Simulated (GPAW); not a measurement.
The system is TiTe.

```
Ti Te
1.0
     0.00000    3.05007    3.05007
     3.05007    0.00000    3.05007
     3.05007    3.05007    0.00000
Ti Te
1 1
Direct
  0.50000 0.50000 0.50000
  0.00000 0.00000 0.00000
```

The cell comes from a database or a generator and needn't be the stable form of this composition.

Base run:

```yaml
Program: GPAW 26.7.0
Functional: r2SCAN
Potentials_or_basis: GPAW PAW data sets (gpaw-data 1.2.1)
Cutoff: 600 eV
Basis: pw
k_mesh: 8 × 8 × 8
Occupations: fermi-dirac, width 0.05 eV
Spin: no spin polarisation
```

Its results: band gap on the k mesh none (metal or under the smearing width); pressure -11.7 GPa.

**Question.** The run is repeated on the same cell with these changes: hubbard terms from none to Ti d U = 6 eV. What comes out?

**Answer.** Band gap on the k mesh none (metal or under the smearing width); pressure -9.6 GPa.

Caveats: the PAW data sets were made with another functional, which shifts forces and pressure a little; U without spin polarisation on a metal has little footing (some runs); the U is typed as a test and isn't derived for this compound (some runs).

Not every run made on this cell is shown here.
